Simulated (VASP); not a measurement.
Input of a VASP 6.6.1 run:

INCAR

```
PREC = Accurate
ENCUT = 500
EDIFF = 1E-7
ISMEAR = 0
SIGMA = 0.02
LREAL = False
LASPH = True
NELM = 80
ALGO = Normal
ISIF = 2
LWAVE = False
LCHARG = False
GGA = PE
NBANDS = 20
```

The input KPOINTS:

```
regular mesh
0
Gamma
  5 5 5
```

POSCAR

```
MoS2
1.0
    1.5855000000      0.9153888518      6.1149966667
   -1.5855000000      0.9153888518      6.1149966667
    0.0000000000     -1.8307777036      6.1149966667
Mo S
1 2
Direct
    0.0000000000      0.0000000000      0.0000000000
    0.2500000000      0.2500000000      0.2500000000
    0.7500000000      0.7500000000      0.7500000000
```

Potentials or basis: VASP PAW PBE potentials, release 64 (Mo_sv_GW, S_GW).

Run with:

```sh
$ cat potpaw_PBE.64/Mo_sv_GW/POTCAR potpaw_PBE.64/S_GW/POTCAR > POTCAR
$ mpirun -np 1 vasp_std > vasp.out
```

Q: Predict the largest force.

A: 0.923 eV/Å.

Q: Estimate the pressure.

A: 7.4 GPa.

Q: Estimate the band gap on the k mesh.

A: None (metal or under the smearing width).

Stress tensor (GPa, compression positive):
```
6.45 0.00 0.00
0.00 6.45 0.00
0.00 0.00 9.22
```

Caveat: the k mesh is coarse (spacing up to 0.46 Å⁻¹), so the values aren't converged; the cell's inner coordinates are idealised or old, which leaves forces on the atoms.
